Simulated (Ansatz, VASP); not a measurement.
# Si2Ni: VASP beside Ansatz

```
Si Ni
1.0
     0.00000    2.72236    2.72236
     2.72236    0.00000    2.72236
     2.72236    2.72236    0.00000
Si Ni
2 1
Direct
  0.25000 0.25000 0.25000
  0.75000 0.75000 0.75000
  0.00000 0.00000 0.00000
```

Alike in both runs: task single point; functional PBEsol; k mesh 14 × 14 × 14; occupations gaussian, width 0.1 eV; no spin polarisation.

|  | VASP | Ansatz |
| --- | --- | --- |
| version | VASP 6.6.1 | Ansatz 0.2.0 |
| potentials or method | VASP PAW PBE potentials, release 64 (Si, Ni) | scalar-relativistic, plane waves, PAW |
| plane-wave cutoff (eV) | 520 | 420 |
| valence electrons in the cell | 18 | 26 |

```csv
,VASP,Ansatz,Ansatz less VASP
gap on the k mesh at the Fermi level (eV),none,none,-
pressure (GPa),-4.3,-4.4,-0.12
```

A gap of «none» marks a metal or a gap that the smearing closes. The two sets of potentials don't hold the same shells in valence.

Caveats: the PAW data sets were made with another functional, which shifts forces and pressure a little (VASP). Spin polarisation is off, so any magnetic state and its effect on volume and gap are missing.
